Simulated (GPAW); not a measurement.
ZnS:

```
Zn S
1.0
     0.00000    2.70200    2.70200
     2.70200    0.00000    2.70200
     2.70200    2.70200    0.00000
Zn S
1 1
Direct
  0.75000 0.75000 0.75000
  0.00000 0.00000 0.00000
```

Base run:

| Property | Result |
| --- | --- |
| Program | GPAW 26.7.0 |
| Functional | LDA |
| Potentials or basis | the program's PAW data sets (release 1.2.1) made for this functional |
| Cutoff | 600 eV |
| Basis | pw |
| k mesh | 9 × 9 × 9 |
| Occupations | fermi-dirac, width 0.05 eV |
| Spin | no spin polarisation |

Its results: band gap on the k mesh 1.86 eV, direct; pressure -4.9 GPa.

Task: The run is repeated on the same cell with these changes: functional from LDA to r2SCAN; potentials or basis from the program's PAW data sets (release 1.2.1) made for this functional to GPAW PAW data sets (gpaw-data 1.2.1). What comes out?

Result: Band gap on the k mesh 2.67 eV, direct; pressure -1.1 GPa.

Caveats: the PAW data sets were made with another functional, which shifts forces and pressure a little (some runs).

Not every run made on this cell is shown here.
